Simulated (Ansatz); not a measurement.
**ZrB2 under changes of volume**

One of the cells (10.249 Å³/atom); the others are scaled copies at fixed shape and fractional positions:

```
CELL_PARAMETERS angstrom
3.17000 0.00000 0.00000
-1.58500 2.74530 0.00000
0.00000 0.00000 3.53300
ATOMIC_POSITIONS crystal
Zr 0.00000 0.00000 0.00000
B 0.66667 0.33333 0.50000
B 0.33333 0.66667 0.50000
```

* Program: Ansatz 0.2.0
* Functional: r2SCAN
* Potentials or basis: Ansatz PAW
* Cutoff: 500 eV (not typed: the program's choice for these potentials)
* k mesh: 10 × 10 × 8
* Occupations: fermi-dirac, width 0.05 eV
* Spin: no spin polarisation

```tsv
volume (Å³/atom)	energy over the lowest point (meV/atom)	pressure (GPa)
9.634	34.42	18.0
9.839	15.51	11.7
10.044	4.27	6.0
10.249	0.00	0.8
10.454	?	?
10.659	9.82	-8.2
10.864	22.80	-12.0
```

Q: What does the run at 10.454 Å³/atom give?

A: Energy over the lowest point 2.05 meV/atom; pressure -3.9 GPa.

Worked out: A Birch-Murnaghan fit of order 3 (a polynomial in V^(-2/3)) to the other rows has its minimum at 10.28 Å³/atom with B0 = V·E''(V) = 244 GPa and B' = 3.9 at fixed shape and positions, which overstates the stiffness. It gives 2.04 meV/atom at 10.454 Å³/atom, against the run's 2.05, and -dE/dV = -3.9 GPa, against -3.9.

Energies are extrapolated to zero smearing.

Caveats: the PAW data sets come from PBE, with cores solved anew for the run's functional, which leaves a small shift of forces and pressure.
